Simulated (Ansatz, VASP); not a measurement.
## Ti3Si2: VASP beside Ansatz

File INCAR:

```
ALGO = Normal
EDIFF = 1E-7
ENCUT = 520
GGA = PE
ISIF = 2
ISMEAR = 0
ISPIN = 2
LASPH = True
LCHARG = False
LMAXMIX = 4
LORBIT = 11
LREAL = False
LWAVE = False
MAGMOM = 1 1 1 0 0
NBANDS = 34
NELM = 150
PREC = Accurate
SIGMA = 0.1
```

File KPOINTS:

```
k-points
0
Gamma
  4 4 4
```

POSCAR

```
Ti3Si2
1.0
    4.5506507260      0.0000000000      0.0000000000
    0.0000000000      4.5506507260      0.0000000000
    0.0000000000      0.0000000000      4.5506507260
Ti Si
3 2
Direct
    0.5000000000      0.0000000000      0.0000000000
    0.0000000000      0.5000000000      0.0000000000
    0.0000000000      0.0000000000      0.5000000000
    0.5000000000      0.5000000000      0.5000000000
    0.0000000000      0.0000000000      0.0000000000
```

Input for Ansatz:

```yaml
crystal:
  lattice:
    - [4.550650726, 0.0, 0.0]
    - [0.0, 4.550650726, 0.0]
    - [0.0, 0.0, 4.550650726]
  atoms:
    - { symbol: Ti, position: [0.5, 0.0, 0.0], spin: 1.0 }
    - { symbol: Ti, position: [0.0, 0.5, 0.0], spin: 1.0 }
    - { symbol: Ti, position: [0.0, 0.0, 0.5], spin: 1.0 }
    - { symbol: Si, position: [0.5, 0.5, 0.5] }
    - { symbol: Si, position: [0.0, 0.0, 0.0] }
basis:
  ecutwfc: 420
kpoints:
  mp_grid: { grid: [4, 4, 4] }
hamiltonian:
  xc: pbe
scf:
  occupations: { method: gaussian, width: 0.1 }
  lower_state_search: "off"
output:
  forces: true
  stress: true
  eigenvalues: true
  populations: true
magnetization:
  spin_polarized: true
```

Alike in both runs: task single point; functional PBE; k mesh 4 × 4 × 4; occupations gaussian, width 0.1 eV; collinear spin.

```csv
,VASP,Ansatz
version,VASP 6.6.1,Ansatz 0.2.0
potentials or method,"VASP PAW PBE potentials, release 64 (Ti_sv, Si)","scalar-relativistic, plane waves, PAW"
plane-wave cutoff (eV),520,420
valence electrons in the cell,44,44
```

```csv
,VASP,Ansatz,Ansatz less VASP
gap on the k mesh at the Fermi level (eV),none,none,-
pressure (GPa),0.1,0.1,-0.02
net moment per atom (μB),0.05,0.05,+0.003
size of the moment on the site where the two differ most (μB),0.06,0.05,-0.006
```

Site moments also hang on the region over which each program counts them. A gap of «none» marks a metal or a gap that the smearing closes. Ansatz warned: «seeded_moment_not_kept».
